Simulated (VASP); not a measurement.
Set up this calculation in VASP 6.6.1, as the native input.

* Task: single point
* Functional: PBE
* Potentials or basis: VASP PAW PBE potentials, release 64 (Al, N)
* Cutoff: 520 eV
* k mesh: 6 × 6 × 4
* Occupations: gaussian, width 0.1 eV
* Spin: no spin polarisation
* Dipole correction: no
* Further INCAR settings: ALGO = Normal; EDIFF = 1e-07; NBANDS = 16

The structure of AlN lies in POSCAR:

```
AlN
1.0
    3.1110021516      0.0000000000      0.0000000000
   -1.5555010758      2.6942068945      0.0000000000
    0.0000000000      0.0000000000      4.9780000000
Al N
2 2
Direct
    0.3333333333      0.6666666667      0.0000000000
    0.6666666667      0.3333333333      0.5000000000
    0.3333333333      0.6666666667      0.3850000000
    0.6666666667      0.3333333333      0.8850000000
```

These files were run (other wordings do the same):

INCAR

```
SYSTEM = AlN
PREC = Accurate
ENCUT = 520
EDIFF = 1E-7
ISMEAR = 0
SIGMA = 0.1
LREAL = .FALSE.
LASPH = .TRUE.
NELM = 100
ALGO = Normal
ISIF = 2
LWAVE = .FALSE.
LCHARG = .FALSE.
GGA = PE
NBANDS = 16
```

KPOINTS

```
regular mesh
0
G
  6 6 4
  0 0 0
```

Potentials or basis: VASP PAW PBE potentials, release 64 (Al, N).

Command:

```sh
$ cat potpaw_PBE.64/Al/POTCAR potpaw_PBE.64/N/POTCAR > POTCAR
$ mpirun -np 1 vasp_std > vasp.out
```

It gave:

- Pressure: 3.8 GPa
- Largest force: 0.180 eV/Å
- Band gap on the k mesh: 4.16 eV, direct

Run time: 7.7 s on 1 thread of Intel(R) Xeon(R) Platinum 8488C (Sapphire Rapids) (shared host), peak memory 0.15 GiB.
